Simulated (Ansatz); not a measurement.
We consider rutile RuO₂, described by PBE-D4 in Ansatz (plane waves, PAW).

Numerical settings: plane-wave cutoff 520 eV, 12×12×18 k mesh (along the axes of the cell as run), Fermi–Dirac smearing 0.05 eV, no spin polarisation, scalar-relativistic PAW data made under PBE.

Equation-of-state points:

| V (Å³/atom) | E − E_lowest (meV/atom) | P (GPa) |
|---|---|---|
| 10.059 | 14.75 | 11.72 |
| 10.269 | 3.54 | 5.53 |
| 10.479 | 0.00 | -0.01 |
| 10.688 | 3.31 | -4.96 |
| 10.898 | 12.73 | -9.36 |

**Question.** Estimate the bulk modulus from the pressures at 10.269 and 10.688 Å³/atom, and compare it with a fit to all energies.

**Answer.** B = −V dP/dV. Between V = 10.269 and 10.688 Å³/atom, dP/dV = (-4.96 − (5.53))/(10.688 − 10.269) = -25.0 GPa per Å³/atom; at the midpoint 10.479 Å³/atom this gives B ≈ 262 GPa. The third-order Birch–Murnaghan fit gives V0 = 10.478 Å³/atom, B0 = 261 GPa, B′ = 4.7, which lies within 1 % of that estimate.

Shape and atoms are relaxed at each volume.

Measured, for comparison: bulk modulus 270 GPa (room temperature, not corrected to a static lattice; as tabulated in LI and ZENG (2008), arXiv:0807.3251). Computed (rounded) less measured: bulk modulus -3 %.

Note: the bulk modulus comes from volumes at which shape and atoms were relaxed.

Ansatz is an electronic-structure program.
